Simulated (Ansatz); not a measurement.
## Al2Ru under pressure: fit and missing row

Al2Ru, Fddd, a = 4.701 Å, b = 7.975 Å, c = 8.770 Å. The structure is a Materials Project entry; whether it is the stable form wasn't checked. Ansatz: PBEsol, PAW, 420 eV, Γ-centred 10×10×10 mesh on 6 atoms, Gaussian smearing 0.01 eV; no spin polarisation. Cell and atoms are relaxed at each pressure, and no other structure is tried, so the rows at high pressure may lie past a change of phase.

| V (Å³/atom) | P (GPa) |
| --- | --- |
| ? | 60.00 |
| 12.063 | 29.98 |
| 12.753 | 14.99 |
| 13.152 | 7.99 |
| 13.482 | 3.00 |
| 13.701 | 0.00 |
| 13.942 | -3.00 |

Problem. Take V0 = 13.701 Å³/atom, fit the third-order Birch–Murnaghan form to the other rows, and predict the missing volume.

Solution. With the Eulerian strain f = ½[(V0/V)^(2/3) − 1] and y = P/[3f(1 + 2f)^(5/2)], the form is the line y = B0 + 1.5 B0 (B0′ − 4) f. Rows (f, y): 0.04430, 182.4; 0.02448, 181.1; 0.01382, 180.0; 0.00540, 180.3; -0.00578, 178.1. Means f = 0.01644, y = 180.38; Σ(Δf)² = 0.001463, ΣΔfΔy = 0.1146; the slope is their ratio. y = 179.1 + 78.32 f GPa, so B0 = 179.1 GPa and B0′ = 4 + 2 × (78.32)/(3 × 179.1) = 4.29. P = 60.00 GPa is met at f = 0.07591 (y = 185.05), so V = V0 (1 + 2f)^(−3/2) = 11.083 Å³/atom. The run gave 11.077 Å³/atom, so the fit is 0.006 Å³/atom too high, a small miss on the scale of the series. The form still works here, 91 % of the fitted range beyond its end.

Al2Ru stiffens smoothly under compression, as expected when overlap repulsion and electron kinetic energy grow faster than the bonding gain. Its considerable resistance to compression probably owes much to hybridisation between Ru d and Al sp states. With B0′ = 4.29, close to the value of 4 at which the third-order term vanishes, the energy is nearly quadratic in Eulerian strain, which is why the extrapolation holds so well.

The normalised pressure y rises with strain overall, but the 7.99 GPa row lies slightly below the 3.00 GPa one. Near zero strain, y is a ratio of two small quantities, so a tiny error in V0 or a residual stress shifts it in opposite directions under compression and tension. The residuals at 3.00 and -3.00 GPa show this pattern, which suggests that B0′ is less certain than the predicted volume. The small miss at 60.00 GPa is therefore no clear evidence of a fourth-order term. Nor do volumes alone show how the three axes of this orthorhombic crystal share the compression.
